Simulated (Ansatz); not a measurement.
W, 4 atoms in the cell. The structure is orthorhombic, space group Pbcm (No. 57). The conventional cell has a = 2.810 Å, b = 4.864 Å, c = 4.924 Å, α = 90.00°, β = 90.00°, γ = 90.00°. Around W (site symmetry m) lie 12 W at 2.70 to 3.06 Å. This isn't the form of W at room conditions, which is bcc.

| Property | Result |
| --- | --- |
| Program | Ansatz 0.2.0 |
| Task | single point |
| Functional | PBEsol |
| Potentials or basis | PseudoDojo standard (PBEsol files) |
| Cutoff | 1007 eV |
| Density cutoff | 4027 eV |
| k mesh | 9 × 6 × 6 |
| Occupations | fermi-dirac, width 0.05 eV |
| Spin | no spin polarisation |

Potentials or basis: PseudoDojo standard (PBEsol files).

Command:

```sh
$ ansatz run input.yaml --threads 2 --pin off --max-ram 5632MiB --backend cpu --events-out ev --progress --plain --runs-dir out
```

Hardware: 2 threads of Intel(R) Xeon(R) Platinum 8488C (Sapphire Rapids), with other jobs on the host.

Estimate the wall time of this run.

Wall time 8.9 s on 2 threads of Intel(R) Xeon(R) Platinum 8488C (Sapphire Rapids), on a shared host, peak memory 0.72 GiB. Counts: scf iterations 6, plane waves 4891, k points 80, bands 34.
